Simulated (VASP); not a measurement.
# Ni (Fm-3m) in VASP: further runs

The runs below take Ni through relaxation of cell and atoms, with PBE.

All numbers are computed with VASP 6.6.1; they aren't measurements. Logs are shortened: lines on timing, memory, paths and dates and some standing lists are left out, and cuts for length are marked.

**1. The structure**

Symmetry: Fm-3m, No. 225, cubic system. The conventional cell has a = 3.524 Å, b = 3.524 Å, c = 3.524 Å, α = 90.00°, β = 90.00°, γ = 90.00°. Ni (site symmetry m-3m) is surrounded by 12 Ni at 2.49 Å.

**2. Relaxation of cell and atoms, PBE, collinear spin, ferromagnetic start**

Input file INCAR:

```
SYSTEM = Ni
PREC = Accurate ; ENCUT = 520
EDIFF = 1E-7 ; ISMEAR = 0
SIGMA = 0.1 ; LREAL = .False.
LASPH = .True. ; NELM = 120
ALGO = Fast ; ISIF = 3
LWAVE = .False. ; LCHARG = .False.
ISPIN = 2 ; MAGMOM = 0.8
LORBIT = 11 ; LMAXMIX = 4
GGA = PE ; IBRION = 2
NSW = 80 ; EDIFFG = -0.002
KPAR = 4
```

Input file KPOINTS:

```
regular mesh
0
Gamma
  20 20 20
  0 0 0
```

Input file POSCAR:

```
Ni
1.0
    0.0000000000      1.7619350000      1.7619350000
    1.7619350000      0.0000000000      1.7619350000
    1.7619350000      1.7619350000      0.0000000000
Ni
1
Direct
    0.0000000000      0.0000000000      0.0000000000
```

Potentials or basis: VASP PAW PBE potentials, release 64 (Ni).

The run is started by

```sh
cat potpaw_PBE.64/Ni/POTCAR > POTCAR
mpirun -np 4 vasp_std > vasp.out
```

OUTCAR:

```text
SYSTEM = Ni
   PREC = Accurate
   ENCUT = 520
   EDIFF = 1E-7
   ISMEAR = 0
   LREAL = .False.
   LASPH = .True.
   NELM = 120
   ISIF = 3
   ISPIN = 2
   LORBIT = 11
   GGA = PE
   IBRION = 2
   NSW = 80
   EDIFFG = -0.002

 ion  position               nearest neighbor table
   1  0.000  0.000  0.000-

  LATTYP: Found a face centered cubic cell.
 ALAT       =     3.5238700000

  Lattice vectors:

 A1 = (   0.0000000000,   1.7619350000,   1.7619350000)
 A2 = (   1.7619350000,   0.0000000000,   1.7619350000)
 A3 = (   1.7619350000,   1.7619350000,   0.0000000000)

Analysis of symmetry for initial positions (statically):
=====================================================================
 Subroutine PRICEL returns:
 Original cell was already a primitive cell.

 Routine SETGRP: Setting up the symmetry group for a
 face centered cubic supercell.

 Subroutine GETGRP returns: Found 48 space group operations
 (whereof 48 operations were pure point group operations)
 out of a pool of 48 trial point group operations.

The static configuration has the point symmetry O_h .

Analysis of symmetry for dynamics (positions and initial velocities):
=====================================================================
 Subroutine PRICEL returns:
 Original cell was already a primitive cell.

 Routine SETGRP: Setting up the symmetry group for a
 face centered cubic supercell.

 Subroutine GETGRP returns: Found 48 space group operations
 (whereof 48 operations were pure point group operations)
 out of a pool of 48 trial point group operations.

The dynamic configuration has the point symmetry O_h .

Analysis of structural, dynamic, and magnetic symmetry:
=====================================================================
 Subroutine PRICEL returns:
 Original cell was already a primitive cell.

 Routine SETGRP: Setting up the symmetry group for a
 face centered cubic supercell.

 Subroutine GETGRP returns: Found 48 space group operations
 (whereof 48 operations were pure point group operations)
 out of a pool of 48 trial point group operations.

The overall configuration has the point symmetry O_h .

 Subroutine INISYM returns: Found 48 space group operations
 (whereof 48 operations are pure point group operations),
 and found     1 'primitive' translations

----------------------------------------------------------------------------------------

                                     Primitive cell

  volume of cell :      10.9396

  direct lattice vectors                    reciprocal lattice vectors
     0.000000000  1.761935000  1.761935000    -0.283778914  0.283778914  0.283778914
     1.761935000  0.000000000  1.761935000     0.283778914 -0.283778914  0.283778914
     1.761935000  1.761935000  0.000000000     0.283778914  0.283778914 -0.283778914

  length of vectors
     2.491752373  2.491752373  2.491752373     0.491519496  0.491519496  0.491519496

  position of ions in fractional coordinates (direct lattice)
     0.000000000  0.000000000  0.000000000

  ion indices of the primitive-cell ions
   primitive index   ion index
                 1           1

----------------------------------------------------------------------------------------

 KPOINTS: regular mesh

Automatic generation of k-mesh.
 Grid dimensions read from file:
 generate k-points for:   20   20   20

 Generating k-lattice:

  Cartesian coordinates                     Fractional coordinates (reciprocal lattice)
    -0.014188946  0.014188946  0.014188946     0.050000000  0.000000000  0.000000000
     0.014188946 -0.014188946  0.014188946     0.000000000  0.050000000  0.000000000
     0.014188946  0.014188946 -0.014188946     0.000000000  0.000000000  0.050000000

  Length of vectors
     0.024575975  0.024575975  0.024575975

  Shift w.r.t. Gamma in fractional coordinates (k-lattice)
     0.000000000  0.000000000  0.000000000

 Subroutine IBZKPT returns following result:
 ===========================================

 Found    256 irreducible k-points:

 Following reciprocal coordinates:
            Coordinates               Weight
  0.000000  0.000000  0.000000      1.000000
  0.050000  0.000000  0.000000      8.000000
  0.100000  0.000000  0.000000      8.000000
  0.150000  0.000000  0.000000      8.000000
  0.200000  0.000000  0.000000      8.000000
  0.250000  0.000000  0.000000      8.000000
[... 16 lines left out ...]
 -0.400000  0.050000  0.000000     24.000000
 -0.350000  0.050000  0.000000     24.000000
 [... further k-points ...]
   k-points           NKPTS =    256   k-points in BZ     NKDIM =    256   number of bands    NBANDS=      9
   number of dos      NEDOS =    301   number of ions     NIONS =      1
   total plane-waves  NPLWV =   8000
   dimension x,y,z NGX =    20 NGY =   20 NGZ =   20
   dimension x,y,z NGXF=    40 NGYF=   40 NGZF=   40
   ions per type =               1
   NGX,Y,Z   is equivalent  to a cutoff of  13.34, 13.34, 13.34 a.u.
   NGXF,Y,Z  is equivalent  to a cutoff of  26.69, 26.69, 26.69 a.u.
 SYSTEM =  Ni
   PREC   = accura    normal or accurate (medium, high low for compatibility)
   ISTART =      0    job   : 0-new  1-cont  2-samecut
   ICHARG =      2    charge: 1-file 2-atom 10-const
   ISPIN  =      2    spin polarized calculation?
   LNONCOLLINEAR =      F non collinear calculations
   LSORBIT =      F    spin-orbit coupling
   LASPH  =      T    aspherical Exc in radial PAW
   ENCUT  =  520.0 eV  38.22 Ry    6.18 a.u.   4.63  4.63  4.63*2*pi/ulx,y,z
   NELM   =    120;   NELMIN=  2; NELMDL= -5     # of ELM steps
   EDIFF  = 0.1E-06   stopping-criterion for ELM
   LREAL  =      F    real-space projection
   EDIFFG = -.2E-02   stopping-criterion for IOM
   NSW    =     80    number of steps for IOM
   IBRION =      2    ionic relax: 0-MD 1-quasi-New 2-CG
   NFREE  =      1    steps in history (QN), initial steepest desc. (CG)
   ISIF   =      3    stress and relaxation
   ISYM   =      2    0-nonsym 1-usesym 2-fastsym
   POTIM  = 0.5000    time-step for ionic-motion
   TEBEG  =    0.0;   TEEND  =   0.0 temperature during run
   PSTRESS=    0.0 pullay stress
   NELECT =      10.0000    total number of electrons
   NUPDOWN=      -1.0000    fix difference up-down
   EMIN   =  10.00;   EMAX   =-10.00  energy-range for DOS
   EFERMI =   0.00;   METHOD = LEGACY
   ISMEAR =     0;   SIGMA  =   0.10  broadening in eV -4-tet -1-fermi 0-gaus
   EFERMI_NEDOS =   21; number of points for ismear=-14 and -15
   IALGO  =     68    algorithm
   IMIX   =      4    mixing-type and parameters
     AMIX     =   0.40;   BMIX     =  1.00
     AMIX_MAG =   1.60;   BMIX_MAG =  1.00
  volume/ion in A,a.u.               =      10.94        73.82
  Fermi-wavevector in a.u.,A,eV,Ry     =   1.588821  3.002436 34.345893  2.524352
  Thomas-Fermi vector in A             =   2.687765
   LORBIT       =     11    0 simple, 1 ext, 2 COOP (PROOUT), +10 PAW based schemes
   GGA     = PE    functional components
   LHFCALC =     F    Hartree Fock is set to
   AEXX    =    0.0000 exact exchange contribution
   IVDW    =     0    specifies the selected vdW correction
   LEPSILON=     F    determine dielectric tensor
   LRPA    =     F    only Hartree local field effects (RPA)
 conjugate gradient relaxation of ions
 spin polarized calculation
 RMM-DIIS sequential band-by-band and
 Gauss-broadening in eV      SIGMA  =   0.10
  energy-cutoff  :      520.00
  volume of cell :       10.94
 maximum number of plane-waves:       306
   NGX =  9   NGY =  9   NGZ =  9

--------------------------------------- Ionic step        1  -------------------------------------------

 number of electron      10.0000010 magnetization       0.6290515

 Free energy of the ion-electron system (eV)
  ---------------------------------------------------
  ext. energy  EPLUGINS =         0.00000000
  ---------------------------------------------------
  free energy    TOTEN  =        -5.47497963 eV

  energy without entropy =       -5.46615971  energy(sigma->0) =       -5.47056967

------------------------ aborting loop because EDIFF is reached ----------------------------------------

  FORCE on cell =-STRESS in cart. coord.  units (eV):
  Direction    XX          YY          ZZ          XY          YZ          ZX
  --------------------------------------------------------------------------------------
  -------------------------------------------------------------------------------------
  Total       -0.0639464     -0.0639464     -0.0639464      0.0000000      0.0000000      0.0000000
  in kB       -9.3654108     -9.3654108     -9.3654108      0.0000000      0.0000000      0.0000000
  external PRESSURE =      -9.3654108 kB  Pullay stress =       0.0000000 kB
[... 125 lines left out ...]
  energy  without entropy=       -5.4663698879  energy(sigma->0) =       -5.47075383

--------------------------------------- Ionic step        5  -------------------------------------------

 number of electron      10.0000009 magnetization       0.6283265

 Free energy of the ion-electron system (eV)
  ---------------------------------------------------
  ext. energy  EPLUGINS =         0.00000000
  ---------------------------------------------------
  free energy    TOTEN  =        -5.47513797 eV

  energy without entropy =       -5.46636918  energy(sigma->0) =       -5.47075358

 E-fermi :   9.3717     XC(G=0): -13.2530

 val. band max:        9.3710828765   @ k =  -0.4500   0.5000   0.0500
 cond. band min:       9.3717674907   @ k =   0.4000   0.0000   0.0000
 fundamental gap:      0.0006846142
 Fermi energy:         9.3716906251

 spin component 1

 k-point     1 :       0.0000    0.0000    0.0000
  band No.  band energies     occupation
      1       0.3636      1.00000
      2       6.9329      1.00000
      3       6.9329      1.00000
      4       6.9329      1.00000
      5       8.1111      1.00000
      6       8.1111      1.00000
      7      33.0912      0.00000
      8      36.9480      0.00000
      9      36.9480      0.00000
[... 265 lines left out ...]
 k-point    24 :      -0.3500    0.0500    0.0000
  band No.  band energies     occupation
      1       4.1899      1.00000
      2       7.0208      1.00000
      3       7.0756      1.00000
      4       7.1966      1.00000
      5       8.4406      1.00000
      6       8.7903      1.00000
      7      18.5073      0.00000
      8      31.0506      0.00000
      9      33.4160      0.00000

 [... further k-points ...]

 spin component 2

 k-point     1 :       0.0000    0.0000    0.0000
  band No.  band energies     occupation
      1       0.3276      1.00000
      2       7.6905      1.00000
      3       7.6905      1.00000
      4       7.6905      1.00000
      5       8.6975      1.00000
      6       8.6975      1.00000
      7      32.9266      0.00000
      8      36.9279      0.00000
      9      36.9279      0.00000
[... 304 lines left out ...]
  FREE ENERGIE OF THE ION-ELECTRON SYSTEM (eV)
  ---------------------------------------------------
  free  energy   TOTEN  =        -5.4751379749 eV

  energy  without entropy=       -5.4663691781  energy(sigma->0) =       -5.47075358

 reached required accuracy - stopping structural energy minimisation

 total charge

# of ion       s       p       d       tot
------------------------------------------
    1        0.498   0.498   8.314   9.309

 magnetization (x)

# of ion       s       p       d       tot
------------------------------------------
    1       -0.007  -0.025   0.672   0.640
```

Wall time 54 s (4 MPI ranks of AMD EPYC 7R43 (Zen 3), shared host); peak memory 0.12 GiB.

What came out:

| Property | Result |
| --- | --- |
| Free energy | -5.4751 eV |
| Relaxed volume | 10.88 Å³/atom |
| Relaxed cell | a = 2.488 Å, b = 2.488 Å, c = 2.488 Å, α = 60.00°, β = 60.00°, γ = 60.00° |
| Space group after relaxing (to 0.05 Å) | Fm-3m (No. 225) |
| Energy gained by relaxing | 0.2 meV/atom |
| Ionic steps | 5 |
| Pressure after relaxing | 0.0 GPa |
| Band gap on the k mesh | none (metal or under the smearing width) |
| Net moment | 0.63 μB per cell |
| Site moments | Ni +0.64 μB |
| Valence electrons inside the program's atomic spheres | Ni 9.31 |

Step by step:
```tsv
step	energy change (eV)	largest force (eV/Å)	pressure (GPa)	volume (Å³)
1	0.0000	0.0000	-0.94	10.94
2	0.0000	0.0000	0.90	10.84
3	-0.0002	0.0000	-0.05	10.89
4	-0.0002	0.0000	0.11	10.88
5	-0.0002	0.0000	0.00	10.88
```

Final structure:
```
Ni
1.0
     0.00000    1.75899    1.75899
     1.75899    0.00000    1.75899
     1.75899    1.75899    0.00000
Ni
1
Direct
  0.00000 0.00000 0.00000
```

Levels at points of the mesh, in eV from the Fermi level:
Spin up:
| k point | band 1 | band 2 | band 3 | band 4 | band 5 | band 6 | band 7 | band 8 | band 9 |
| --- | --- | --- | --- | --- | --- | --- | --- | --- | --- |
| (0.00, 0.00, 0.00) | -9.01 | -2.44 | -2.44 | -2.44 | -1.26 | -1.26 | 23.72 | 27.58 | 27.58 |
| (0.50, 0.00, 0.00) | -4.84 | -2.42 | -2.42 | -0.61 | -0.61 | -0.29 | 5.65 | 22.21 | 24.66 |
| (0.50, 0.50, 0.00) | -4.65 | -4.20 | -0.55 | -0.48 | -0.48 | 2.45 | 9.21 | 14.82 | 14.82 |
Spin down:
| k point | band 1 | band 2 | band 3 | band 4 | band 5 | band 6 | band 7 | band 8 | band 9 |
| --- | --- | --- | --- | --- | --- | --- | --- | --- | --- |
| (0.00, 0.00, 0.00) | -9.04 | -1.68 | -1.68 | -1.68 | -0.67 | -0.67 | 23.55 | 27.56 | 27.56 |
| (0.50, 0.00, 0.00) | -4.40 | -1.80 | -1.80 | -0.36 | 0.15 | 0.15 | 6.08 | 22.06 | 24.75 |
| (0.50, 0.50, 0.00) | -4.30 | -3.58 | 0.06 | 0.39 | 0.39 | 2.40 | 9.46 | 14.83 | 14.83 |

**3. Relaxation of cell and atoms, PBE, collinear spin, ferromagnetic start**

This run uses another cell than the first one, of 10.88 Å³/atom, 0.995 times its volume.

INCAR is that of step 2.

KPOINTS is that of step 2.

Input file POSCAR:

```
Ni                                      
1.0
    0.0000000000      1.7589861051      1.7589861051
    1.7589861051      0.0000000000      1.7589861051
    1.7589861051      1.7589861051      0.0000000000
  Ni            
     1
Direct
     0.0000000000000000    0.0000000000000000    0.0000000000000000
```

Potentials or basis: VASP PAW PBE potentials, release 64 (Ni).

The run is started by

```sh
cat potpaw_PBE.64/Ni/POTCAR > POTCAR
mpirun -np 4 vasp_std > vasp.out
```

It took 86 s on 4 MPI ranks of AMD EPYC 7R43 (Zen 3), shared host; peak memory 0.13 GiB.

It converged, with:

| Property | Result |
| --- | --- |
| Free energy | -5.4751 eV |
| Relaxed volume | 10.89 Å³/atom |
| Relaxed cell | a = 2.488 Å, b = 2.488 Å, c = 2.488 Å, α = 60.00°, β = 60.00°, γ = 60.00° |
| Space group after relaxing (to 0.05 Å) | Fm-3m (No. 225) |
| Energy gained by relaxing | 0.0 meV/atom |
| Ionic steps | 15 |
| Pressure after relaxing | 0.0 GPa |
| Band gap on the k mesh | none (metal or under the smearing width) |
| Net moment | 0.63 μB per cell |
| Site moments | Ni +0.64 μB |
| Valence electrons inside the program's atomic spheres | Ni 9.31 |

Final structure:
```
Ni
1.0
     0.00000    1.75907    1.75907
     1.75907    0.00000    1.75907
     1.75907    1.75907    0.00000
Ni
1
Direct
  0.00000 0.00000 0.00000
```

Levels at points of the mesh, in eV from the Fermi level:
Spin up:
```
           k point  band 3  band 4  band 5  band 6  band 7  band 8
(0.00, 0.00, 0.00)   -2.44   -2.44   -1.26   -1.26   23.72   27.57
(0.50, 0.00, 0.00)   -2.42   -0.61   -0.61   -0.29    5.65   22.21
(0.50, 0.50, 0.00)   -0.55   -0.48   -0.48    2.45    9.21   14.82
```
Spin down:
| k point | band 2 | band 3 | band 4 | band 5 | band 6 | band 7 | band 8 | band 9 |
| --- | --- | --- | --- | --- | --- | --- | --- | --- |
| (0.00, 0.00, 0.00) | -1.68 | -1.68 | -1.68 | -0.67 | -0.67 | 23.55 | 27.55 | 27.55 |
| (0.50, 0.00, 0.00) | -1.80 | -1.80 | -0.36 | 0.15 | 0.15 | 6.08 | 22.06 | 24.75 |
| (0.50, 0.50, 0.00) | -3.58 | 0.06 | 0.39 | 0.39 | 2.40 | 9.45 | 14.83 | 14.83 |
